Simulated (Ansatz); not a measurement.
Bi, 1 atom in the cell. The structure is cubic, space group Im-3m (No. 229). Conventional cell: a = 3.963 Å, b = 3.963 Å, c = 3.963 Å, α = 90.00°, β = 90.00°, γ = 90.00°. Bi (site symmetry m-3m) has 8 Bi at 3.43 Å as nearest neighbours. This isn't the form of Bi at room conditions, which is rhombohedral.

| Property | Result |
| --- | --- |
| Program | Ansatz 0.2.0 |
| Task | single point |
| Functional | PBE |
| Potentials or basis | all-electron LAPW, scalar-relativistic |
| Cutoff | 159 eV (chosen from the basis error) |
| Basis error allowed | 0.001 eV/atom |
| k mesh | 9 × 9 × 9 |
| Occupations | gaussian, width 0.022 eV |
| Spin | no spin polarisation |

Potentials or basis: all-electron LAPW, scalar-relativistic.

Command:

```console
$ ansatz run input.yaml --threads 1 --pin off --max-ram 3072MiB --backend cpu --events-out ev --progress --plain --runs-dir out
```

Hardware: 1 thread of Arm Neoverse V2, on a shared host.

Problem. How long does it take, and how much memory?

Solution. Run time: 2.7 s on 1 thread of Arm Neoverse V2, with other jobs on the host, peak memory 0.23 GiB. Counts: scf iterations 6, plane waves 141, k points 35, bands 23.
